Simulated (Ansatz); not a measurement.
Starting cell, CsI (CsCl type):

```
CsI
1.0
    9.33383     0.00000     0.00000
    0.00000     4.66692     0.00000
    0.00000     0.00000     4.66692
Cs I
2 2
Direct
  0.00000   0.00000   0.00000
  0.50000   0.00000   0.00000
  0.25000   0.50000   0.50000
  0.75000   0.50000   0.50000
```

In each cell atom 3 (I, nearest neighbour Cs at 4.042 Å; its periodic images, 4.7 Å or more away, move with it) moves by s·(1.000, 0.000, 0.000) (along Cartesian x), the rest being held.

All values below come from PBE (plane waves to 420 eV, PAW, scalar-relativistic; Ansatz, a program for electronic structure). k mesh 3×6×6 (Γ-centred), Fermi-Dirac smearing 0.05 eV. Energies are smeared free energies. CsI was relaxed with its symmetry unable to fall. Spin-orbit coupling is left out, though I is heavy. ΔE is measured from the undisplaced structure.

```csv
s (Å),ΔE (meV/cell)
-0.810,406
-0.648,254
-0.486,withheld
-0.324,62
-0.162,15
0.000,0
0.162,15
0.324,62
0.486,withheld
0.648,254
0.810,406
```

Problem. Fit an even polynomial form (powers 2, 4) to the given rows and predict ΔE at s = 0.486.

Solution. Least squares on the 9 given rows: ΔE = (581.3)·s² + (57.00)·s⁴, in meV/cell with s in Å; root-mean-square residual 0.2 meV/cell. At 0.486 the fit gives 140 meV/cell; the calculation gives 141 meV/cell, so the interpolation is off by -1 (-0.7 %). The quadratic term alone would give 137 meV/cell.

(For displaced atoms, the force is minus the slope of the energy, and its curvature is a force constant, which sets phonon frequencies.)
